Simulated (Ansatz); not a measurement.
Cr, a known structure type with other elements, at an estimated volume

```
Cr
1.0
     2.59329    0.00000    0.00000
    -1.29664    2.24585    0.00000
     0.00000    0.00000    4.06432
Cr
2
Cartesian
  0.0000 1.4972 1.0161
  1.2966 0.7486 3.0482
```

Method: PBE, no spin polarisation; PAW, plane waves to 420 eV, 15×15×8 Γ-centred mesh, fermi-dirac occupations (width 0.1 eV) (Ansatz 0.2.0), atoms fixed.

Question: What do density and ELF say about some of the short contacts?

Answer: Cr–Cr at 2.52 Å: least valence density 0.35 e/Å³ and ELF 0.28 there. These are pseudo-fields; inside the PAW spheres they differ from the all-electron ones.

Question: Metal or insulator?

Answer: It is a metal, with about 4.6 states/eV a cell as the mean within 0.25 eV of the Fermi level, mostly Cr d (93 %).

Question: What does the stress say?

Answer: The pressure is 1.7 GPa (compression positive), so with the atoms held at these fractions the cell would first expand. The principal stresses -1.1, -1.1, 7.2 GPa differ, so its shape would change too.

Origin: a known structure type with other elements, at an estimated volume, so it need not be a known compound. Caveats: no spin polarisation, so a magnetic state may lie lower.
